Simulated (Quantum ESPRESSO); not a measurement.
The system is Te.

```
Te
1.0
     4.45400    0.00000    0.00000
    -2.22700    3.85728    0.00000
     0.00000    0.00000    5.92400
Te
3
Direct
  0.73100 0.73100 0.00000
  0.00000 0.26900 0.66667
  0.26900 0.00000 0.33333
```

Base run:

| Quantity | Value |
| --- | --- |
| Program | Quantum ESPRESSO 7.5 |
| Functional | WC |
| Potentials or basis | GBRV 1.5 PBE |
| Cutoff | 612 eV |
| Density cutoff | 4898 eV |
| k mesh | 6 × 6 × 4, shifted |
| Occupations | fermi-dirac, width 0.05 eV |
| Spin | no spin polarisation |

Its results: pressure -0.7 GPa; largest force 0.272 eV/Å; electronic dielectric tensor (diagonal) 35.75, 35.75, 53.84.

Question: After a change of settings the same cell gave: pressure 5.3 GPa; largest force 0.355 eV/Å; electronic dielectric tensor (diagonal) 33.67, 33.67, 50.90. Which change was it?
A. functional from WC to AM05
B. functional from WC to PBE; potentials or basis from GBRV 1.5 PBE to PseudoDojo 0.4.1 SR PBE standard; cutoff from 612 eV to 1088 eV; density cutoff from 4898 eV to 4354 eV; valence electrons from 18 to 48
C. functional from WC to PBEsol; potentials or basis from GBRV 1.5 PBE to GBRV 1.5 PBEsol
D. functional from WC to BLYP

Answer: D.

BLYP binds less tightly than WC, so the same cell stands under more pressure.

Caveats: the potentials were made for another functional, which shifts forces and pressure; the cell is more than 3 GPa from zero pressure, which shifts response properties (some runs).

Not every run made on this cell is shown here.
